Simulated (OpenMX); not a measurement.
# HfN: density of states with LDA

The system is HfN.

```
Hf N
1.0
     0.00000    2.31462    2.31462
     2.31462    0.00000    2.31462
     2.31462    2.31462    0.00000
Hf N
1 1
Direct
  0.00000 0.00000 0.00000
  0.50000 0.50000 0.50000
```

The cell isn't the ideal one: volume scaled by 1.08.

```yaml
Program: OpenMX 3.8.5
Task: density of states
Functional: LDA
Potentials_or_basis: OpenMX 2013 LDA set, Hf7.0-s3p2d2f2, N6.0-s3p2d2, grid cutoff 400 Ry
k_mesh: 11 × 11 × 11
Occupations: fermi-dirac, width 0.05 eV
Spin: collinear spin, ferromagnetic start
Starting_moments: "[0.5, 0.0] μB"
Mixing_scheme: rmm-diisk
SCF_threshold: 1e-08 Ha
Solver: band
Max_SCF_cycles: 100
k_mesh_for_the_DOS: 14 × 14 × 14
```

```
Pressure               : -28.0 GPa
Band gap on the k mesh : none (metal or under the smearing width)
Net moment             : 0.00 μB per cell
Mulliken charges       : Hf +0.57; N -0.57 e
```

Levels at points of the mesh, in eV from the Fermi level:
Spin up:
| k point | band 7 | band 8 | band 9 | band 10 | band 11 | band 12 |
| --- | --- | --- | --- | --- | --- | --- |
| (0.00, 0.00, 0.00) | -2.85 | -2.85 | -0.26 | -0.26 | -0.26 | 1.81 |
Spin down:
| k point | band 7 | band 8 | band 9 | band 10 | band 11 | band 12 |
| --- | --- | --- | --- | --- | --- | --- |
| (0.00, 0.00, 0.00) | -2.85 | -2.85 | -0.26 | -0.26 | -0.26 | 1.81 |

States per cell in windows of 1 eV (zero at the Fermi level; states under -8 eV left out):
| from (eV) | up | down | Hf1_d | N2_p | Hf1_p | Hf1_s | Hf1_f | N2_d |
| --- | --- | --- | --- | --- | --- | --- | --- | --- |
| -8.0 | 0.31 | 0.31 | 0.14 | 0.31 | 0.02 | 0.14 | 0.01 | 0.00 |
| -7.0 | 0.44 | 0.44 | 0.18 | 0.50 | 0.06 | 0.14 | 0.01 | 0.00 |
| -6.0 | 1.13 | 1.13 | 0.61 | 1.38 | 0.19 | 0.04 | 0.02 | 0.01 |
| -5.0 | 0.89 | 0.89 | 0.46 | 1.13 | 0.14 | 0.01 | 0.03 | 0.01 |
| -4.0 | 0.21 | 0.21 | 0.07 | 0.30 | 0.02 | 0.00 | 0.02 | 0.00 |
| -3.0 | 0.07 | 0.07 | 0.09 | 0.04 | 0.00 | 0.00 | 0.01 | 0.00 |
| -2.0 | 0.15 | 0.15 | 0.21 | 0.06 | 0.00 | 0.00 | 0.02 | 0.01 |
| -1.0 | 0.27 | 0.27 | 0.39 | 0.08 | 0.00 | 0.00 | 0.04 | 0.02 |
| 0.0 | 0.34 | 0.34 | 0.49 | 0.09 | 0.01 | 0.01 | 0.06 | 0.02 |
| 1.0 | 0.46 | 0.46 | 0.67 | 0.10 | 0.02 | 0.01 | 0.07 | 0.02 |
| 2.0 | 0.65 | 0.65 | 0.97 | 0.13 | 0.03 | 0.05 | 0.07 | 0.03 |
| 3.0 | 1.04 | 1.04 | 1.62 | 0.19 | 0.03 | 0.08 | 0.07 | 0.04 |
| 4.0 | 0.89 | 0.89 | 1.35 | 0.13 | 0.05 | 0.10 | 0.05 | 0.04 |
| 5.0 | 0.70 | 0.70 | 0.86 | 0.14 | 0.12 | 0.08 | 0.06 | 0.05 |
| 6.0 | 0.35 | 0.35 | 0.41 | 0.12 | 0.07 | 0.03 | 0.03 | 0.03 |
| 7.0 | 0.45 | 0.45 | 0.46 | 0.19 | 0.08 | 0.10 | 0.03 | 0.03 |

Wall time 5.4 min on 1 thread of Arm Neoverse V2, with other jobs on the host, peak memory 0.82 GiB.

Caveat: Mulliken charges move with the basis; the basis of atomic orbitals isn't converged, which shifts pressures, moduli and gaps. Spin-orbit coupling is left out, which matters for the levels of Hf.
